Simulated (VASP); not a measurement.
# HCl (I4mm) in VASP: further runs

One crystal, HCl, is run at these levels: LDA; tasks: single point, relaxation of cell and atoms.

All numbers are computed with VASP 6.6.1; they aren't measurements. Logs are shortened: lines on timing, memory, paths and dates and some standing lists are left out, and cuts for length are marked.

## Step 1: The crystal as given

Symmetry: I4mm, No. 107, tetragonal system. The conventional cell has a = 3.607 Å, b = 3.607 Å, c = 4.991 Å, α = 90.00°, β = 90.00°, γ = 90.00°. H (site symmetry 4mm) is surrounded by 1 Cl at 1.31 Å. Cl (site symmetry 4mm) has 1 H at 1.31 Å as nearest neighbours.

The cell comes from a database or a generator and needn't be the stable form of this composition.

## Step 2: Single point, LDA

INCAR reads:

```
SYSTEM = HCl
PREC = Accurate
ENCUT = 520
EDIFF = 1E-7
ISMEAR = 0
SIGMA = 0.02
LREAL = .False.
LASPH = .True.
NELM = 100
ALGO = Normal
ISIF = 2
LWAVE = .False.
LCHARG = .False.
GGA = CA
NBANDS = 11
```

KPOINTS reads:

```
Automatic mesh
0
Gamma
  10 10 10
  0 0 0
```

POSCAR reads:

```
HCl
1.0
   -1.8037776784      1.8035689306      2.4953680971
    1.8037776784     -1.8035689306      2.4953680971
    1.8037776784      1.8035689306     -2.4953680971
H Cl
1 1
Direct
    0.7029663459      0.7029663459      0.0000000000
    0.9650336541      0.9650336541      0.0000000000
```

Potentials or basis: VASP PAW LDA potentials, release 64 (H, Cl).

On the command line:

```console
$ cat potpaw_LDA.64/H/POTCAR potpaw_LDA.64/Cl/POTCAR > POTCAR
$ mpirun -np 1 vasp_std > vasp.out
```

OUTCAR:

```text
SYSTEM = HCl
   PREC = Accurate
   ENCUT = 520
   EDIFF = 1E-7
   ISMEAR = 0
   LREAL = .False.
   LASPH = .True.
   NELM = 100
   ISIF = 2
   GGA = CA

 ion  position               nearest neighbor table
   1  0.703  0.703  0.000-   2 1.31
   2  0.965  0.965  0.000-   1 1.31

  LATTYP: Found a body centered orthorhombic cell.
 ALAT       =     3.6071378612
 B/A-ratio  =     1.0001157415
 C/A-ratio  =     1.3835723463

  Lattice vectors:

 A1 = (   1.8037776784,  -1.8035689306,  -2.4953680971)
 A2 = (  -1.8037776784,   1.8035689306,  -2.4953680971)
 A3 = (   1.8037776784,   1.8035689306,   2.4953680971)

Analysis of symmetry for initial positions (statically):
=====================================================================
 Subroutine PRICEL returns:
 Original cell was already a primitive cell.

 Routine SETGRP: Setting up the symmetry group for a
 body centered orthorhombic supercell.

 Subroutine GETGRP returns: Found  4 space group operations
 (whereof  4 operations were pure point group operations)
 out of a pool of  8 trial point group operations.

The static configuration has the point symmetry C_2v.

Analysis of symmetry for dynamics (positions and initial velocities):
=====================================================================
 Subroutine PRICEL returns:
 Original cell was already a primitive cell.

 Routine SETGRP: Setting up the symmetry group for a
 body centered orthorhombic supercell.

 Subroutine GETGRP returns: Found  4 space group operations
 (whereof  4 operations were pure point group operations)
 out of a pool of  8 trial point group operations.

The dynamic configuration has the point symmetry C_2v.

 Subroutine INISYM returns: Found  4 space group operations
 (whereof  4 operations are pure point group operations),
 and found     1 'primitive' translations

----------------------------------------------------------------------------------------

                                     Primitive cell

  volume of cell :      32.4721

  direct lattice vectors                    reciprocal lattice vectors
    -1.803777678  1.803568931  2.495368097     0.000000000  0.277228107  0.200371240
     1.803777678 -1.803568931  2.495368097     0.277196024  0.000000000  0.200371240
     1.803777678  1.803568931 -2.495368097     0.277196024  0.277228107  0.000000000

  length of vectors
     3.568380128  3.568380128  3.568380128     0.342058558  0.342032556  0.392037063

  position of ions in fractional coordinates (direct lattice)
     0.702966346  0.702966346  0.000000000
     0.965033654  0.965033654  0.000000000

  ion indices of the primitive-cell ions
   primitive index   ion index
                 1           1
                 2           2

----------------------------------------------------------------------------------------

 KPOINTS: Automatic mesh

Automatic generation of k-mesh.
 Grid dimensions read from file:
 generate k-points for:   10   10   10

 Generating k-lattice:

  Cartesian coordinates                     Fractional coordinates (reciprocal lattice)
     0.000000000  0.027722811  0.020037124     0.100000000  0.000000000  0.000000000
     0.027719602  0.000000000  0.020037124     0.000000000  0.100000000  0.000000000
     0.027719602  0.027722811  0.000000000     0.000000000  0.000000000  0.100000000

  Length of vectors
     0.034205856  0.034203256  0.039203706

  Shift w.r.t. Gamma in fractional coordinates (k-lattice)
     0.000000000  0.000000000  0.000000000

 Subroutine IBZKPT returns following result:
 ===========================================

 Found    171 irreducible k-points:

 Following reciprocal coordinates:
            Coordinates               Weight
  0.000000  0.000000  0.000000      1.000000
  0.100000  0.000000  0.000000      4.000000
  0.200000  0.000000  0.000000      4.000000
  0.300000  0.000000  0.000000      4.000000
  0.400000 -0.000000  0.000000      4.000000
  0.500000 -0.000000  0.000000      2.000000
[... 16 lines left out ...]
 -0.400000  0.200000 -0.000000      8.000000
 -0.300000  0.200000  0.000000      8.000000
 [... further k-points ...]
   k-points           NKPTS =    171   k-points in BZ     NKDIM =    171   number of bands    NBANDS=     11
   number of dos      NEDOS =    301   number of ions     NIONS =      2
   total plane-waves  NPLWV =  21952
   dimension x,y,z NGX =    28 NGY =   28 NGZ =   28
   dimension x,y,z NGXF=    56 NGYF=   56 NGZF=   56
   ions per type =               1   1
   NGX,Y,Z   is equivalent  to a cutoff of  13.04, 13.04, 13.04 a.u.
   NGXF,Y,Z  is equivalent  to a cutoff of  26.09, 26.09, 26.09 a.u.
 SYSTEM =  HCl
   PREC   = accura    normal or accurate (medium, high low for compatibility)
   ISTART =      0    job   : 0-new  1-cont  2-samecut
   ICHARG =      2    charge: 1-file 2-atom 10-const
   ISPIN  =      1    spin polarized calculation?
   LNONCOLLINEAR =      F non collinear calculations
   LSORBIT =      F    spin-orbit coupling
   LASPH  =      T    aspherical Exc in radial PAW
   ENCUT  =  520.0 eV  38.22 Ry    6.18 a.u.   6.63  6.63  6.63*2*pi/ulx,y,z
   NELM   =    100;   NELMIN=  2; NELMDL= -5     # of ELM steps
   EDIFF  = 0.1E-06   stopping-criterion for ELM
   LREAL  =      F    real-space projection
   EDIFFG = 0.1E-05   stopping-criterion for IOM
   NSW    =      0    number of steps for IOM
   IBRION =     -1    ionic relax: 0-MD 1-quasi-New 2-CG
   NFREE  =      0    steps in history (QN), initial steepest desc. (CG)
   ISIF   =      2    stress and relaxation
   ISYM   =      2    0-nonsym 1-usesym 2-fastsym
   POTIM  = 0.5000    time-step for ionic-motion
   TEBEG  =    0.0;   TEEND  =   0.0 temperature during run
   PSTRESS=    0.0 pullay stress
   NELECT =       8.0000    total number of electrons
   NUPDOWN=      -1.0000    fix difference up-down
   EMIN   =  10.00;   EMAX   =-10.00  energy-range for DOS
   EFERMI =   0.00;   METHOD = LEGACY
   ISMEAR =     0;   SIGMA  =   0.02  broadening in eV -4-tet -1-fermi 0-gaus
   EFERMI_NEDOS =   21; number of points for ismear=-14 and -15
   IALGO  =     38    algorithm
   IMIX   =      4    mixing-type and parameters
     AMIX     =   0.40;   BMIX     =  1.00
     AMIX_MAG =   1.60;   BMIX_MAG =  1.00
  volume/ion in A,a.u.               =      16.24       109.57
  Fermi-wavevector in a.u.,A,eV,Ry     =   1.026285  1.939398 14.330488  1.053261
  Thomas-Fermi vector in A             =   2.160170
   LORBIT       =      0    0 simple, 1 ext, 2 COOP (PROOUT), +10 PAW based schemes
   GGA     = CA    functional components
   LHFCALC =     F    Hartree Fock is set to
   AEXX    =    0.0000 exact exchange contribution
   IVDW    =     0    specifies the selected vdW correction
   LEPSILON=     F    determine dielectric tensor
   LRPA    =     F    only Hartree local field effects (RPA)
 non-spin polarized calculation
 Gauss-broadening in eV      SIGMA  =   0.02
  energy-cutoff  :      520.00
  volume of cell :       32.47
 maximum number of plane-waves:       899
   NGX = 13   NGY = 13   NGZ = 13

 number of electron       8.0000001 magnetization

 Free energy of the ion-electron system (eV)
  ---------------------------------------------------
  ext. energy  EPLUGINS =         0.00000000
  ---------------------------------------------------
  free energy    TOTEN  =        -6.62638255 eV

  energy without entropy =       -6.62638255  energy(sigma->0) =       -6.62638255

 E-fermi :  -0.8016     XC(G=0):  -8.5979

 val. band max:       -0.9128789530   @ k =   0.0000   0.0000   0.0000
 cond. band min:       3.6437383034   @ k =   0.5000   0.5000   0.5000
 fundamental gap:      4.5566172564
 Fermi energy:        -0.8016398510

 k-point     1 :       0.0000    0.0000    0.0000
  band No.  band energies     occupation
      1     -15.6629      2.00000
      2      -4.4305      2.00000
      3      -0.9133      2.00000
      4      -0.9129      2.00000
      5       3.8638      0.00000
      6       9.8976      0.00000
      7      10.7916      0.00000
      8      10.7933      0.00000
      9      12.2390      0.00000
     10      14.6668      0.00000
     11      16.2315      0.00000

 k-point     2 :       0.1000    0.0000    0.0000
  band No.  band energies     occupation
      1     -15.6066      2.00000
      2      -4.5633      2.00000
      3      -1.1701      2.00000
      4      -0.9537      2.00000
      5       4.2402      0.00000
      6       9.6848      0.00000
      7      10.6017      0.00000
      8      10.9395      0.00000
      9      12.2098      0.00000
     10      14.2897      0.00000
     11      16.8323      0.00000

 k-point     3 :       0.2000    0.0000    0.0000
  band No.  band energies     occupation
      1     -15.4531      2.00000
      2      -4.9402      2.00000
      3      -1.6636      2.00000
      4      -1.0556      2.00000
      5       5.0123      0.00000
      6       9.1413      0.00000
      7      10.2412      0.00000
      8      11.1563      0.00000
      9      12.6575      0.00000
     10      13.9731      0.00000
     11      15.9528      0.00000
[... 267 lines left out ...]
 k-point    23 :      -0.4000    0.2000   -0.0000
  band No.  band energies     occupation
      1     -15.0824      2.00000
      2      -5.4221      2.00000
      3      -2.7361      2.00000
      4      -1.5636      2.00000
      5       5.4155      0.00000
      6       8.6805      0.00000
      7      10.3198      0.00000
      8      11.0438      0.00000
      9      14.4051      0.00000
     10      15.2763      0.00000
     11      17.8865      0.00000

 k-point    24 :      -0.3000    0.2000    0.0000
  band No.  band energies     occupation
      1     -15.2543      2.00000
      2      -5.0260      2.00000
      3      -2.5101      2.00000
      4      -1.3685      2.00000
      5       5.1695      0.00000
      6       8.7715      0.00000
      7      10.1944      0.00000
      8      11.7729      0.00000
      9      13.4462      0.00000
     10      13.8987      0.00000
     11      18.1961      0.00000

 [... further k-points ...]

------------------------ aborting loop because EDIFF is reached ----------------------------------------

  FORCE on cell =-STRESS in cart. coord.  units (eV):
  Direction    XX          YY          ZZ          XY          YZ          ZX
  --------------------------------------------------------------------------------------
  -------------------------------------------------------------------------------------
  Total       -0.0256976     -0.0252044     -0.1268334      0.0000000      0.0000000      0.0000000
  in kB       -1.2679203     -1.2435871     -6.2579776      0.0000000      0.0000000      0.0000000
  external PRESSURE =      -2.9231617 kB  Pullay stress =       0.0000000 kB

 VOLUME and BASIS-vectors are now :
 -----------------------------------------------------------------------------
  energy-cutoff  :      520.00
  volume of cell :       32.47
      direct lattice vectors                 reciprocal lattice vectors
    -1.803777678  1.803568931  2.495368097     0.000000000  0.277228107  0.200371240
     1.803777678 -1.803568931  2.495368097     0.277196024  0.000000000  0.200371240
     1.803777678  1.803568931 -2.495368097     0.277196024  0.277228107  0.000000000

 POSITION                                       TOTAL-FORCE (eV/Angst)
 -----------------------------------------------------------------------------------
      0.00000      0.00000      3.50832        -0.000000      0.000000      0.083377
      0.00000      0.00000      4.81623         0.000000     -0.000000     -0.083377
 -----------------------------------------------------------------------------------
    total drift:                                0.000002      0.000002     -0.000208

  FREE ENERGIE OF THE ION-ELECTRON SYSTEM (eV)
  ---------------------------------------------------
  free  energy   TOTEN  =        -6.6263825548 eV

  energy  without entropy=       -6.6263825548  energy(sigma->0) =       -6.62638255
```

Wall time 32 s (1 thread of Intel Xeon Platinum 8488C (Sapphire Rapids), shared host); peak memory 0.17 GiB.

Results:

```yaml
Free_energy: -6.6264 eV
Pressure: -0.3 GPa
Largest_force: 0.083 eV/Å
Band_gap_on_the_k_mesh: 4.56 eV, indirect (least direct gap 4.78 eV)
```

Forces on the atoms (eV/Å):
```
H    0.000  0.000  0.083
Cl   0.000  0.000 -0.083
```

Stress tensor (GPa, compression positive):
```
-0.13  0.00  0.00
 0.00 -0.12  0.00
 0.00  0.00 -0.63
```

A k mesh can miss the band edges.

## Step 3: Relaxation of cell and atoms, LDA

INCAR reads:

```
SYSTEM = HCl
ALGO     = Fast           ! electronic algorithm
EDIFF    = 1E-6           ! SCF threshold, eV
EDIFFG   = -0.005         ! ionic threshold
ENCUT    = 600            ! plane-wave cutoff, eV
IBRION   = 2              ! ionic algorithm
ISIF     = 3              ! what is computed and relaxed
ISMEAR   = 0              ! smearing method
LASPH    = .TRUE.         ! aspherical terms in the spheres
LCHARG   = .FALSE.        ! write CHGCAR
LREAL    = .FALSE.        ! projectors in reciprocal space
LWAVE    = .FALSE.        ! write WAVECAR
NELM     = 100            ! most SCF steps
NSW      = 100            ! ionic steps
PREC     = Accurate       ! precision mode
SIGMA    = 0.02           ! smearing width, eV
```

KPOINTS reads:

```
k-points
0
G
  10 10 10
  0 0 0
```

POSCAR is that of step 2.

Potentials or basis: VASP PAW LDA potentials, release 64 (H, Cl).

On the command line:

```console
$ cat potpaw_LDA.64/H/POTCAR potpaw_LDA.64/Cl/POTCAR > POTCAR
$ mpirun -np 1 vasp_std > vasp.out
```

It took 75 s on 1 thread of Intel Xeon Platinum 8488C (Sapphire Rapids), shared host; peak memory 0.18 GiB.

Results (log left out):

| Property | Result |
| --- | --- |
| Free energy | -6.6274 eV |
| Relaxed volume | 16.22 Å³/atom |
| Relaxed cell | a = 3.567 Å, b = 3.567 Å, c = 3.567 Å, α = 119.25°, β = 119.26°, γ = 91.30° |
| Space group after relaxing (to 0.05 Å) | I4mm (No. 107) |
| Energy gained by relaxing | 0.1 meV/atom |
| Ionic steps | 3 |
| Pressure after relaxing | 0.0 GPa |
| Band gap on the k mesh | 4.57 eV, indirect (least direct gap 4.80 eV) |

The path:
```csv
step,energy change (eV),largest force (eV/Å),pressure (GPa),volume (Å³)
1,0.0000,0.0909,-0.19,32.47
2,0.0009,0.2372,0.54,32.38
3,-0.0002,0.0002,0.00,32.45
```

Final structure:
```cif
data_structure
_symmetry_space_group_name_H-M 'P 1'
_symmetry_Int_Tables_number 1
_cell_length_a 3.5670
_cell_length_b 3.5670
_cell_length_c 3.5670
_cell_angle_alpha 119.248
_cell_angle_beta 119.256
_cell_angle_gamma 91.301
_cell_volume 32.45
loop_
_atom_site_label
_atom_site_type_symbol
_atom_site_fract_x
_atom_site_fract_y
_atom_site_fract_z
_atom_site_occupancy
H1 H 0.70321 0.70321 0.00000 1
Cl1 Cl 0.96479 0.96479 0.00000 1
```

Levels at points of the mesh, in eV from the valence-band top:
```tsv
k point	band 1	band 2	band 3	band 4	band 5	band 6	band 7	band 8
(0.00, 0.00, 0.00)	-14.76	-3.53	0.00	0.00	4.80	10.82	11.71	11.71
(0.50, 0.00, 0.00)	-14.10	-5.16	-1.45	-0.39	6.85	8.80	11.52	11.70
(0.00, 0.50, 0.00)	-14.10	-5.16	-1.45	-0.39	6.85	8.81	11.53	11.70
(0.50, 0.50, 0.00)	-13.95	-4.45	-2.67	-0.83	5.08	8.34	13.77	13.98
(0.50, 0.50, 0.50)	-13.77	-5.81	-1.10	-1.10	4.57	9.05	13.46	17.26
```
